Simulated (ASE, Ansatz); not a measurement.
# Rock-salt HfN, an end member of the HfC–HfN series (512 atoms): support functions against a reference

Wanted: errors and times of a linear-scaling basis for rock-salt HfN, an end member of the HfC–HfN series (512 atoms). A setting counts as converged where the r.m.s. difference of forces stays under 1 % of the r.m.s. force.

Program: Ansatz 0.2.0. Level of theory: Kohn-Sham DFT, PBE, PAW (set soft_2), plane waves. Results are calculated unless marked as measured.

## 1. Starting point

The cell holds 512 atoms: 256 Hf and 256 N. Its edges and angles: a = 18.100 Å, b = 18.100 Å, c = 18.100 Å, α = 90.0°, β = 90.0°, γ = 90.0°. It derives from HfN. Rock-salt HfC, 4 x 4 x 4 conventional cells, 256 of 256 C sites given to N at random (x = 1.000), lattice by Vegard's rule (a = 4.525 Å); not relaxed, displaced by a Gaussian of 0.02 Å.

What the set-up can't give: The Brillouin zone is sampled at Γ only, in a cell whose shortest periodic width is 18 Å. No spin–orbit coupling is included, so levels derived from the heavy atoms are approximate.

## 2. Plane-wave single point

This run is the reference for what follows, at a cutoff of 420 eV.

File input.yaml:

```yaml
crystal:
  lattice:
    - [18.1, 0.0, 0.0]
    - [0.0, 18.1, 0.0]
    - [0.0, 0.0, 18.1]
  atoms:
    - { symbol: Hf, position: [0.99961, 0.99974, 0.99988] }
    - { symbol: "N", position: [0.12428, 0.00153, 0.99909] }
    - { symbol: Hf, position: [0.99898, 0.1246, 0.1243] }
    - { symbol: "N", position: [0.12384, 0.12537, 0.12373] }
    - { symbol: Hf, position: [0.12486, 0.00059, 0.1239] }
    - { symbol: "N", position: [0.99984, 0.00028, 0.1275] }
    - { symbol: Hf, position: [0.1242, 0.12473, 0.00043] }
    - { symbol: "N", position: [4.0e-05, 0.12539, 0.00089] }
    - { symbol: Hf, position: [0.00074, 0.00116, 0.24939] }
    - { symbol: "N", position: [0.12631, 0.99984, 0.25048] }
    - { symbol: Hf, position: [7.0e-05, 0.1255, 0.37304] }
    - { symbol: "N", position: [0.12197, 0.12401, 0.37434] }
    - { symbol: Hf, position: [0.12701, 0.00017, 0.37401] }
    - { symbol: "N", position: [0.00073, 0.0002, 0.37459] }
    - { symbol: Hf, position: [0.12558, 0.12415, 0.24961] }
    - { symbol: "N", position: [0.00073, 0.12453, 0.2493] }
    - { symbol: Hf, position: [0.99988, 0.99764, 0.50198] }
    - { symbol: "N", position: [0.12581, 0.00068, 0.50152] }
    - { symbol: Hf, position: [0.0005, 0.12489, 0.62387] }
    - { symbol: "N", position: [0.12281, 0.12627, 0.62312] }
    - { symbol: Hf, position: [0.12503, 0.9981, 0.62429] }
    - { symbol: "N", position: [0.00159, 0.99845, 0.62478] }
    - { symbol: Hf, position: [0.12555, 0.12643, 0.50211] }
    - { symbol: "N", position: [0.9984, 0.12373, 0.5006] }
    - { symbol: Hf, position: [0.00057, 0.99971, 0.75155] }
    - { symbol: "N", position: [0.12526, 0.99992, 0.75057] }
    - { symbol: Hf, position: [0.99919, 0.12371, 0.8754] }
    - { symbol: "N", position: [0.12364, 0.1259, 0.8755] }
    - { symbol: Hf, position: [0.12343, 0.99934, 0.87673] }
    - { symbol: "N", position: [0.00096, 0.99965, 0.87438] }
    - { symbol: Hf, position: [0.12435, 0.12655, 0.75019] }
    - { symbol: "N", position: [0.99759, 0.12577, 0.75178] }
    [... 474 atom lines left out ...]
    - { symbol: Hf, position: [0.74942, 0.87445, 0.87388] }
    - { symbol: "N", position: [0.87502, 0.87438, 0.87432] }
    - { symbol: Hf, position: [0.8745, 0.74995, 0.87265] }
    - { symbol: "N", position: [0.75059, 0.74957, 0.87691] }
    - { symbol: Hf, position: [0.87498, 0.87558, 0.7484] }
    - { symbol: "N", position: [0.74882, 0.87714, 0.74993] }
kpoints:
  mp_grid: { grid: [1, 1, 1] }
hamiltonian:
  xc: pbe
scf:
  occupations: { method: gaussian, width: 0.05 }
output:
  forces: true
  stress: true
  populations: true
  dos:
    method: { smearing: { sigma: 0.08 } }
    de: 0.1
    projected: { site_lists: { Hf: [Hf], "N": ["N"] } }
  eigenvalues: true
  write_density: true
  write_potential: true
  volumetric_format: npy
  elf: true
```

On the command line:

```bash
$ ansatz run input.yaml --threads 32 --pin off --max-ram 143360MiB --backend cuda --events-out ev --progress --plain --runs-dir out
```

Numbers of over 12 decimals in the logs are rounded to 6 here.

What it wrote:

```text
Engine: ansatz 0.2.0, aarch64-unknown-linux-gnu
Pseudopotentials: kind: paw
Pseudopotential: Hf, paw, valence charge 26, recommended cutoff 420 eV (normal), Hf.paw.azcp
Pseudopotential: N, paw, valence charge 5, recommended cutoff 420 eV (normal), N.paw.azcp
Functional definition: PBE
  parameter kappa = 0.804
  parameter beta = 0.066725
  exchange = pbe_x(kappa = kappa, mu = beta*pi^2/3)
  correlation = pbe_c(beta = beta)
device memory: the entry about to start is reckoned to put 53.3 GiB on a device that reports 182.5 GiB free
GPU FFT provider: cuFFT
GPU libraries: cuBLAS 13.8.1, cuFFT 12.4.0, cuSOLVER 12.3.2
GPU matrix products: emulated (plane waves: as basis.precision tells), large ones in fixed point in workspaces of 1.00 GiB
Crystal: 512 atoms, lattice volume = 5929.741 Å³
Basis set: ecut = 420 eV, 115937 PW (Γ), exchange–correlation on 250×250×250 points (8 copies of the dense FFT grid, shifted against one another)
Bands: 4762, of which v1, the nominal top of the filled ones, is band 3968 counted from 1 (3967 counted from 0)
Symmetry: 1 space group operations
Space group: P1 (ITA 1), of the structure as read, at distance tolerance 1.8e-4 Å
k-points: 1
Non-local potential: Hf, projectors of the file, l = 0: 3, l = 1: 2, l = 2: 2, l = 3: 3
Non-local potential: N, projectors of the file, l = 0: 2, l = 1: 2, l = 2: 1
PAW form: soft (Blöchl's): semilocal exchange-correlation on the pseudo side does not see the compensation charge
PAW one-centre angular grid: Hf, 590 points (default); XC on 64 Gauss nodes
PAW one-centre angular grid: N, 110 points (default); XC on 64 Gauss nodes
Initial density: superposition of atomic densities (neutral atoms: chi_scale 0, normalization atom), corrected by the library's trained network
Initial wavefunctions: pseudopotential atomic-orbital guess
GPU buffer pool allocated for 1953125 grid points (all kernels)
GPU transforms: local potential and band sums: pruned to the plane-wave sphere, on 125×125×125
Functional: x = pbe(κ = 0.804, μ = 0.219515), c = pbe(β = 0.066725)
SCF iter   1: F=—  HF=-4123827.562698 eV  |F-HF|=—  |Δ(HF+E_count)|=         —  Δρ=6.37e-3  dr2=3.10e0  ethr=1.77e-3  ⟨swp⟩=5.0  Hψ=14206  notcnv=0  defer=265
preconditioner: auto → Kerker (q_TF=auto, 2.864 Å⁻¹)  [metal: Δε(μ)=0.006 eV  Ē_g=17.996 eV  σ=0.050 eV  W_gap=0.06  n_scr=2372 (ndim 8)  ℏωp=41.5 eV  f_vac=0.000  D(μ)=361.99/eV (n_scr^D=3742)]
SCF iter   2: F=—  HF=-4123826.853281 eV  |F-HF|=—  |Δ(HF+E_count)|=   7.09e-1  Δρ=1.81e-3  dr2=2.66e-1  ethr=3.90e-5  ⟨swp⟩=2.0  Hψ=8420  notcnv=0  defer=634
SCF iter   3: F=—  HF=-4123826.819943 eV  |F-HF|=—  |Δ(HF+E_count)|=   3.33e-2  Δρ=9.62e-4  dr2=6.41e-2  ethr=3.35e-6  ⟨swp⟩=2.0  Hψ=6965  notcnv=0  defer=634
SCF iter   4: F=—  HF=-4123826.843907 eV  |F-HF|=—  |Δ(HF+E_count)|=   2.40e-2  Δρ=4.00e-4  dr2=7.16e-3  ethr=8.08e-7  ⟨swp⟩=2.0  Hψ=7996  notcnv=0  defer=634
SCF iter   5: F=—  HF=-4123826.774720 eV  |F-HF|=—  |Δ(HF+E_count)|=   6.92e-2  Δρ=1.09e-4  dr2=1.34e-3  ethr=9.02e-8  ⟨swp⟩=5.0  Hψ=8235  notcnv=0  defer=634
SCF iter   6: F=—  HF=-4123826.774589 eV  |F-HF|=—  |Δ(HF+E_count)|=   1.30e-4  Δρ=2.94e-5  dr2=1.92e-4  ethr=1.69e-8  ⟨swp⟩=3.0  Hψ=6997  notcnv=0  defer=634
SCF iter   7: F=—  HF=-4123826.795048 eV  |F-HF|=—  |Δ(HF+E_count)|=   2.05e-2  Δρ=1.90e-5  dr2=5.11e-5  ethr=2.41e-9  ⟨swp⟩=4.0  Hψ=11219  notcnv=0  defer=634
SCF iter   8: F=—  HF=-4123826.794196 eV  |F-HF|=—  |Δ(HF+E_count)|=   8.52e-4  Δρ=1.57e-5  dr2=1.19e-5  ethr=6.44e-10  ⟨swp⟩=2.0  Hψ=7999  notcnv=0  defer=634
SCF iter   9: F=—  HF=-4123826.794197 eV  |F-HF|=—  |Δ(HF+E_count)|=   7.07e-7  Δρ=4.95e-6  dr2=1.58e-6  ethr=1.49e-10  ⟨swp⟩=2.0  Hψ=7993  notcnv=0  defer=634
SCF iter  10: F=—  HF=-4123826.794197 eV  |F-HF|=—  |Δ(HF+E_count)|=   5.39e-7  Δρ=2.25e-6  dr2=4.76e-7  ethr=2.00e-11  ⟨swp⟩=3.0  Hψ=7996  notcnv=0  defer=634
SCF iter  11: F=—  HF=-4123826.794197 eV  |F-HF|=—  |Δ(HF+E_count)|=   3.66e-7  Δρ=9.97e-7  dr2=1.24e-7  ethr=6.00e-12  ⟨swp⟩=3.0  Hψ=8251  notcnv=0  defer=634
SCF iter  12: F=-4123826.794197 eV  HF=-4123826.794197 eV  |F-HF|=3.21e-8  |Δ(HF+E_count)|=   1.40e-9  Δρ=4.43e-7  dr2=2.97e-8  ethr=1.26e-12  ⟨swp⟩=26.0  Hψ=66306  notcnv=0
SCF 1 converged in 12 iterations: F = -4123826.794197 eV  dr2 = 2.97e-8
  greatest PAW one-centre occupation: 0.998 electrons in one spin orbital (limit 2), on the Hf atom at site 292 (counted from 0), in its partial waves of l = 0
SCF converged after 12 iterations
Free energy (F): -4123826.794197 eV
Harris-Foulkes:  -4123826.794197 eV  (|F-HF|=3.21e-8)
Internal energy: -4123826.319140 eV  (E = F + TS)
E sigma→0 (E₀):  -4123826.556669 eV
Entropy (-TS):   -0.475056 eV (-0.928 meV/atom)
Fermi energy:    23.767996 eV
--- Per-component energies (eV) ---
  E_band       = 45632.974389
  E_kinetic    = 142574.781059
  E_local      = -1212261.072031  (includes V_loc(G=0)·N_el)
  E_nonlocal   = -306798.364966
  E_hartree    = 575443.697526
  E_xc         = -92604.451599
  E_vxc        = -88312.165000  (∫ρ·V_xc dr)
  E_paw        = -1806015.173854  (= ΣΔE_a)
  E_vpaw       = 359542.396335  (= ΣTr[D̂ρ^β])
  E_aug_tail   = 0.024557  (compensation charges beyond the density's cutoff)
  E_ewald      = -1424165.759831
  E_smearing   = -0.475056  (= −TS)
  E_closure    = 0.000000  (closes the sum)
  Σ components = -4123826.794197   (vs F -4123826.794197, Δ=0.00e0)
--- Forces (eV/Å), atoms counted from 1 ---
[... 512 lines of forces left out ...]
  max |Σ_I F_I| component: 4.10e-5 eV/Å
--- Stress (GPa, compression-positive) ---
        4.305008      -0.009811      -0.012710
       -0.009811       4.259044      -0.009820
       -0.012710      -0.009820       4.283622
  P = ⅓ Tr σ = 4.2826 GPa (42.826 kbar)
--- Band table (eV) ---
[... left out ...]
--- Löwdin populations: 512 sites ---
  site symbol       q [e]
[... 512 lines, one an atom, left out ...]
  spilling = 0.001790 (of n_electrons = 7936.000000)
```

Run time: 23 s. Hardware: 1 × NVIDIA GB200 with 32 threads of Arm Neoverse V2, shared host; peak memory 7.1 GiB.

Reading the cycles: dr2 is the Hartree energy of the density residual (eV), the measure of convergence; HF is the Harris–Foulkes estimate of the energy, which meets the free energy F at convergence.

That memory is the host's; the program planned up to 53.3 GiB on the GPU. Forces of this run were stored rounded, and per-atom blocks of the log weren't kept.

Numbers from this run:

```yaml
free_energy: -4123826.7942 eV
free_energy_per_atom: -8054.3492 eV/atom
scf_cycles: 12
pressure: 4.283 GPa
r_m_s_force_component: 0.3024 eV/Å
longest_force: 1.044 eV/Å
fermi_energy: 23.77 eV
levels_partly_filled_by_over_2_per_cent: 24
spilling_of_the_projection: 0.00179
```

The r.m.s. force component of 0.30 eV/Å sets the scale for the differences below.

## 3. Support functions low

With localised support functions most steps grow linearly with size, though the diagonalisation grows faster unless the density matrix is cut; this run measures error and cost at this size. The level low gives here a grid of 90×90×90 points and a radius of 3.54 Å.

This step: Kohn-Sham DFT, PBE, PAW (set soft_2), localised support functions (low) (Ansatz 0.2.0).

input.yaml, the sections that differ from step 2:

```yaml
scf:
  occupations: { method: gaussian, width: 0.05 }
  eigensolver: { kind: { support_functions: { accuracy: low } } }
  max_iter: 150
output:
  forces: true
  eigenvalues: true
# crystal, kpoints, hamiltonian: as in step 2
```

What it wrote:

```text
Warning: scf.eigensolver.kind.support_functions: disabling space-group detection — the functions' gradient is summed over unrotated k-points, so no spatial operation reduces the k-mesh or symmetrises the density; time reversal is kept, so that k and −k are solved as one point where they differ and the mesh holds both, and exact exchange and, on two spinor components, a DFT+U term hold to it where the run has them: [...]
settings of this run that can trade accuracy for cost: scf.eigensolver.kind.support_functions; scf.eigensolver.kind.support_functions.accuracy: low [...]
[...]
GPU FFT provider: cuFFT
GPU libraries: cuBLAS 13.8.1, cuFFT 12.4.0, cuSOLVER 12.3.2
[...]
Crystal: 512 atoms, lattice volume = 5929.741 Å³
Basis set: ecut = 420 eV, 115937 PW (Γ), exchange–correlation on 250×250×250 points (8 copies of the dense FFT grid, shifted against one another)
Bands: 4762, of which v1, the nominal top of the filled ones, is band 3968 counted from 1 (3967 counted from 0)
Symmetry: 1 space group operations
k-points: 1
[...]
GPU buffer pool allocated for 1953125 grid points (all kernels)
Eigensolver: Support functions (low, 90×90×90 points, laid for a spacing of at most 0.212739 Å, radius 3.540199 Å, 2 species' potentials softened for the grid, 2 wholly corrected for its errors in the mean over positions, 2 with the egg-box correction, energy correction by stochastic trace)
[...]
SCF iter   1: F=—  HF=-4123589.732701 eV  |F-HF|=—  |Δ(HF+E_count)|=         —  Δρ=5.49e-2  dr2=1.62e2  ethr=1.00e-1
[...]
SCF iter  16: F=—  HF=-4123828.399691 eV  |F-HF|=—  |Δ(HF+E_count)|=   1.54e-2  Δρ=1.45e-5  dr2=1.16e-5  ethr=1.97e-9
SCF iter  17: F=-4123828.413452 eV  HF=-4123828.413455 eV  |F-HF|=3.23e-6  |Δ(HF+E_count)|=   1.38e-2  Δρ=6.89e-6  dr2=2.87e-6  ethr=1.46e-10
SCF 1 converged in 17 iterations: F = -4123828.748754 eV  dr2 = 2.87e-6
[...]
SCF converged after 17 iterations
Stability not checked: this state was not tested for a lower state beside it, because the mixer in use, unlike msr1, does not test its closes by its own steps (another_mixer; see scf.mixing.algorithm and scf.lower_state_search)
Free energy (F): -4123828.748754 eV
[...]
Internal energy: -4123828.275025 eV  (E = F + TS)
E sigma→0 (E₀):  -4123828.511890 eV
Entropy (-TS):   -0.473730 eV (-0.925 meV/atom)
Fermi energy:    23.767743 eV
[...]
Σ components = -4123828.748754   (vs F -4123828.748754, Δ=0.00e0)
--- Forces (eV/Å), atoms counted from 1 ---
[... 512 lines of forces left out ...]
  max |Σ_I F_I| component: 2.83e-2 eV/Å
--- Band table (eV) ---
[... left out ...]
```

It took 31 s on 1 × NVIDIA GB200 with 32 threads; peak memory 2.3 GiB.

That memory is the host's; the program planned up to 21.7 GiB on the GPU.

The program notes that the band table was not solved further than the SCF left it and it switched symmetry off.

Keys that differ from the reference: support_functions.accuracy = "low" and scf.max_iter = 150.

Forces differ from the reference by 1.5 meV/Å r.m.s., 0.48 % of their size, within a tolerance of 1 %; the energy by -3.8 meV/atom.

## 4. Support functions medium

The level medium is asked for. Here it resolves to the same grid and radius as in the run with support functions low, so the basis is not new.

This step: Kohn-Sham DFT, PBE, PAW (set soft_2), localised support functions (medium) (Ansatz 0.2.0).

input.yaml, the sections that differ from step 3:

```yaml
scf:
  occupations: { method: gaussian, width: 0.05 }
  eigensolver: { kind: { support_functions: { accuracy: medium } } }
  max_iter: 150
# crystal, kpoints, hamiltonian, output: as in step 3
```

What it wrote:

```text
[...]
GPU FFT provider: cuFFT
GPU libraries: cuBLAS 13.8.1, cuFFT 12.4.0, cuSOLVER 12.3.2
[...]
Crystal: 512 atoms, lattice volume = 5929.741 Å³
Basis set: ecut = 420 eV, 115937 PW (Γ), exchange–correlation on 250×250×250 points (8 copies of the dense FFT grid, shifted against one another)
Bands: 4762, of which v1, the nominal top of the filled ones, is band 3968 counted from 1 (3967 counted from 0)
Symmetry: 1 space group operations
k-points: 1
[...]
GPU buffer pool allocated for 1953125 grid points (all kernels)
Eigensolver: Support functions (medium, 90×90×90 points, laid for a spacing of at most 0.212739 Å, radius 3.540199 Å, 2 species' potentials softened for the grid, 2 wholly corrected for its errors in the mean over positions, 2 with the egg-box correction, energy correction by stochastic trace)
[...]
SCF iter   1: F=—  HF=-4123589.732701 eV  |F-HF|=—  |Δ(HF+E_count)|=         —  Δρ=5.49e-2  dr2=1.62e2  ethr=1.00e-1
[...]
SCF iter  21: F=-4123828.445868 eV  HF=-4123828.445868 eV  |F-HF|=1.07e-7  |Δ(HF+E_count)|=   2.40e-5  Δρ=2.54e-6  dr2=4.92e-7  ethr=5.18e-11
SCF 1 converged in 21 iterations: F = -4123828.749009 eV  dr2 = 4.92e-7
[...]
SCF converged after 21 iterations
[...]
Free energy (F): -4123828.749009 eV
[...]
Internal energy: -4123828.275105 eV  (E = F + TS)
E sigma→0 (E₀):  -4123828.512057 eV
Entropy (-TS):   -0.473903 eV (-0.926 meV/atom)
Fermi energy:    23.767672 eV
[...]
Σ components = -4123828.749009   (vs F -4123828.749009, Δ=0.00e0)
--- Forces (eV/Å), atoms counted from 1 ---
[... 512 lines of forces left out ...]
  max |Σ_I F_I| component: 2.18e-2 eV/Å
--- Band table (eV) ---
[... left out ...]
```

Wall time 38 s (1 × NVIDIA GB200 with 32 threads); peak memory 2.6 GiB.

That memory is the host's; the program planned up to 21.7 GiB on the GPU.

Keys that differ from the reference: support_functions.accuracy = "medium" and scf.max_iter = 150.

Forces differ from the reference by 1.3 meV/Å r.m.s., 0.42 % of their size, within a tolerance of 1 %; the energy by -3.8 meV/atom. It took 38 s and 21 cycles; the reference's time can't be set against it, since the two runs asked for unlike analyses.

## 5. Support functions medium, spacing 0.383 Å (grid laid 0.377 Å)

The grid spacing sets how fine a wave the support functions can hold. The typed value is an upper bound: the grid laid has 48×48×48 points, 0.377 Å apart at most.

input.yaml, the sections that differ from step 4:

```yaml
scf:
  occupations: { method: gaussian, width: 0.05 }
  eigensolver: { kind: { support_functions: { accuracy: medium, spacing: 0.383 } } }
  max_iter: 150
# crystal, kpoints, hamiltonian, output: as in step 4
```

What it wrote:

```text
[...]
GPU FFT provider: cuFFT
GPU libraries: cuBLAS 13.8.1, cuFFT 12.4.0, cuSOLVER 12.3.2
[...]
Crystal: 512 atoms, lattice volume = 5929.741 Å³
Basis set: ecut = 420 eV, 115937 PW (Γ), exchange–correlation on 250×250×250 points (8 copies of the dense FFT grid, shifted against one another)
Bands: 4762, of which v1, the nominal top of the filled ones, is band 3968 counted from 1 (3967 counted from 0)
Symmetry: 1 space group operations
k-points: 1
[...]
GPU buffer pool allocated for 1953125 grid points (all kernels)
[...]
SCF iter   1: F=—  HF=-4123275.662205 eV  |F-HF|=—  |Δ(HF+E_count)|=         —  Δρ=6.19e-2  dr2=1.33e2  ethr=1.00e-1
[...]
SCF iter  12: F=-4123472.614507 eV  HF=-4123472.614508 eV  |F-HF|=1.06e-6  |Δ(HF+E_count)|=   6.14e-2  Δρ=6.32e-6  dr2=1.99e-6  ethr=5.41e-11
SCF 1 converged in 12 iterations: F = -4123473.676293 eV  dr2 = 1.99e-6
[...]
SCF converged after 12 iterations
[...]
Free energy (F): -4123473.676293 eV
[...]
Internal energy: -4123473.205556 eV  (E = F + TS)
E sigma→0 (E₀):  -4123473.440925 eV
Entropy (-TS):   -0.470737 eV (-0.919 meV/atom)
Fermi energy:    23.680371 eV
[...]
--- Forces (eV/Å), atoms counted from 1 ---
[... 512 lines of forces left out ...]
  max |Σ_I F_I| component: 1.55e1 eV/Å
--- Band table (eV) ---
[... left out ...]
```

Run time: 26 s. Hardware: 1 × NVIDIA GB200 with 32 threads; peak memory 2.5 GiB; 48 s of CPU time.

That memory is the host's; the program planned up to 18 GiB on the GPU.

The program notes that the forces don't sum to zero within tolerance, the correction for the support functions is uncertain and the grid leaves an egg-box force.

Forces differ from the reference by 311 meV/Å r.m.s., 103 % of their size, far over a tolerance of 1 %; the energy by +690 meV/atom. The setting is coarser than the default on purpose.

[end of part 1 of 2]

[Logs are printed without paths, hosts, clocks, repeated set-up lines and the standing remarks that a program may print on its own settings, such as how far it seeks lower states.]

[Hosts, paths, dates, database ids (printed as entryN), source tags and the programs' standing remarks are cut or masked in the printed files.]
